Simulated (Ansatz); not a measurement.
The calculation used DFT PBE, scalar-relativistic, plane waves, PAW in Ansatz 0.2.0. All cells share a 420 eV cutoff and Γ-centred k meshes spaced at most about 0.3 Å⁻¹ (about 0.25 or finer for metals, 2π included). No spin polarisation.

These are static total energies at zero pressure.

Question: Which of these relaxed structures of SiNi2 is the lowest in energy?
A.

Space group P6_3/mmc (No. 194). a = 3.912 Å, b = 3.912 Å, c = 4.991 Å, α = 90.00°, β = 90.00°, γ = 120.00°
| atom | site | symmetry | x | y | z |
| --- | --- | --- | --- | --- | --- |
| Si | 2d | -6m2 | 0.3333 | 0.6667 | 0.7500 |
| Ni | 2a | -3m. | 0.0000 | 0.0000 | 0.0000 |
| Ni | 2c | -6m2 | 0.3333 | 0.6667 | 0.2500 |

B.

Space group Fm-3m (No. 225). a = 5.318 Å, b = 5.318 Å, c = 5.318 Å, α = 90.00°, β = 90.00°, γ = 90.00°
```
atom  site  symmetry       x       y       z
  Si    4b      m-3m  0.5000  0.0000  0.0000
  Ni    8c      -43m  0.2500  0.2500  0.7500
```

C.

Space group P4mm (No. 99). a = 2.577 Å, b = 2.577 Å, c = 5.468 Å, α = 90.00°, β = 90.00°, γ = 90.00°
```tsv
atom	site	symmetry	x	y	z
Si	1a	4mm	0.0000	0.0000	0.3809
Ni	1a	4mm	0.0000	0.0000	0.9784
Ni	1b	4mm	0.5000	0.5000	0.6536
```

Answer: A. The next of these, B, lies 98 meV/atom higher. Forms: A Ni2In type, P6_3/mmc; B fluorite type, Fm-3m; C P4mm. Counting Si atoms around Ni (those within 1.25 times the shortest such distance or 1.15 times the sum of covalent radii, 1.27 where that leaves under three; a plus sign parts nearer from farther groups; a slash parts the counts of unlike sites): A has Ni 3+2/6; B has Ni 4; C has Ni 1/4. Origin: A, reached from a cell as deposited in COD; B and C, invented. Shaken at random and relaxed again, A came back. The lowest form computed isn't among them: it has space group Pnma (No. 62), 11.0 Å³/atom, is reached from a cell as deposited in COD and lies 49 meV/atom below the best shown.

A magnetic state wasn't ruled out in cells without spin, among them P6_3/mmc. Cells without such a test can be saddle points. Some structure types and database cells were kept out of the candidates from the start, so a known form may be missing.
